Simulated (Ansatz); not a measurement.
CaO in the NiAs structure was relaxed with 5 functionals in Ansatz 0.2.0, cell and atoms free, the symmetry of the start kept (meshes: PBE 12×12×4, r2SCAN 12×12×4, PBEsol 12×12×4, LDA 12×12×4, HSE06 6×6×4). These are computed values for a spin-unpolarised cell that may be hypothetical; none is a measurement.

The PBE result:
```
Ca O
1.0
     3.34582    0.00000    0.00000
    -1.67291    2.89756    0.00000
     0.00000    0.00000    5.86732
Ca O
2 2
Cartesian
  0.0000 0.0000 0.0000
  0.0000 0.0000 2.9337
  0.0000 1.9317 1.4668
  1.6729 0.9659 4.4005
```

The symmetry is P6_3/mmc (No. 194, hexagonal); conventional cell a = 3.346 Å, c = 5.867 Å, 14.22 Å³ an atom. Ca is surrounded by 6 O at 2.43 Å; O is surrounded by 6 Ca at 2.43 Å.

(1) How does the cell change with PBEsol?

(2) How does the cell change with LDA?

(3) Held at the r2SCAN cell, what mean stress do LDA and PBE find, and does its sign point to their own minimum?

Results:

(1) a = 3.301 Å, c = 5.788 Å; the volume differs by -4.0 % from PBE's. Ca has 6 O at 2.39 Å; O has 6 Ca at 2.39 Å.

(2) a = 3.260 Å, c = 5.711 Å; the volume differs by -7.6 % from PBE's. Ca is surrounded by 6 O at 2.36 Å; O is surrounded by 6 Ca at 2.36 Å.

(3) Yes. LDA -5.99 GPa, and its relaxed volume is -5.3 % from r2SCAN's; PBE +2.64 GPa, and its relaxed volume is +2.5 % from r2SCAN's. Compression counts positive, so a positive stress asks for a larger cell.
